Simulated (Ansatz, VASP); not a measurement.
**Two plane-wave programs on Ru**

File INCAR:

```
SYSTEM = Ru
PREC = Accurate
ENCUT = 520
EDIFF = 1E-6
ISMEAR = 0
SIGMA = 0.013000000000000001
LREAL = .FALSE.
LASPH = .TRUE.
NELM = 60
ALGO = Fast
ISIF = 2
LWAVE = .FALSE.
LCHARG = .TRUE.
GGA = PE
LELF = .TRUE.
LVHAR = .TRUE.
NBANDS = 21
```

Contents of KPOINTS:

```
Automatic mesh
0
G
  11 11 6
  0 0 0
```

Contents of POSCAR:

```
Ru
1.0
    2.7058000000      0.0000000000      0.0000000000
   -1.3529000000      2.3432915376      0.0000000000
    0.0000000000      0.0000000000      4.2819000000
Ru
2
Direct
    0.6666666667      0.3333333333      0.7500000000
    0.3333333333      0.6666666667      0.2500000000
```

The input input.yaml:

```yaml
crystal:
  lattice:
    - [2.7058, 0.0, 0.0]
    - [-1.3529, 2.3432915376, 0.0]
    - [0.0, 0.0, 4.2819]
  atoms:
    - { symbol: Ru, position: [0.6666666667, 0.3333333333, 0.75] }
    - { symbol: Ru, position: [0.3333333333, 0.6666666667, 0.25] }
hamiltonian:
  xc: pbe
  pseudopotentials: { kind: paw }
kpoints:
  mp_grid: { grid: [11, 11, 6] }
scf:
  occupations: { method: gaussian, width: 0.013 }
output:
  forces: true
  stress: true
  eigenvalues: true
```

Alike in both runs: task single point; functional PBE; k mesh 11 × 11 × 6; occupations gaussian, width 0.013 eV; no spin polarisation.

|  | VASP | Ansatz |
| --- | --- | --- |
| version | VASP 6.6.1 | Ansatz 0.2.0 |
| potentials or method | VASP PAW PBE potentials, release 64 (Ru_pv) | Ansatz PAW |
| plane-wave cutoff (eV) | 520 | 420 |
| valence electrons in the cell | 28 | 32 |

Ansatz gave:

```
gap on the k mesh at the Fermi level (eV)       : none
pressure (GPa)                                  : 4.5
largest component of the traceless stress (GPa) : 0.08
```

**Question.** Which values does VASP return?

**Answer.** gap on the k mesh at the Fermi level (eV): none; pressure (GPa): 4.5; largest component of the traceless stress (GPa): 0.11.

A gap of «none» marks a metal or a gap that the smearing closes. The two sets of potentials don't hold the same shells in valence.
